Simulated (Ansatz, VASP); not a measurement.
## LiH: VASP beside Ansatz

```
CELL_PARAMETERS angstrom
0.00000 1.98316 1.98316
1.98316 0.00000 1.98316
1.98316 1.98316 0.00000
ATOMIC_POSITIONS crystal
Li 0.00000 0.00000 0.00000
H 0.50000 0.50000 0.50000
```

Alike in both runs: task single point; functional PBE; k mesh 10 × 10 × 10; occupations gaussian, width 0.02 eV; no spin polarisation.

|  | VASP | Ansatz |
| --- | --- | --- |
| version | VASP 6.6.1 | Ansatz 0.2.0 |
| potentials or method | VASP PAW PBE potentials, release 64 (Li_sv, H) | scalar-relativistic, plane waves, PAW |
| plane-wave cutoff (eV) | 520 | 420 |
| valence electrons in the cell | 4 | 4 |

|  | VASP | Ansatz | Ansatz less VASP |
| --- | --- | --- | --- |
| gap on the k mesh at the Fermi level (eV) | 2.96 | 2.96 | +0.006 |
| least direct gap on the mesh (eV) | 2.96 | 2.96 | +0.006 |

 A k mesh can miss the band edges. Expect the measured gap to be larger: semilocal functionals such as PBE lack the derivative discontinuity.
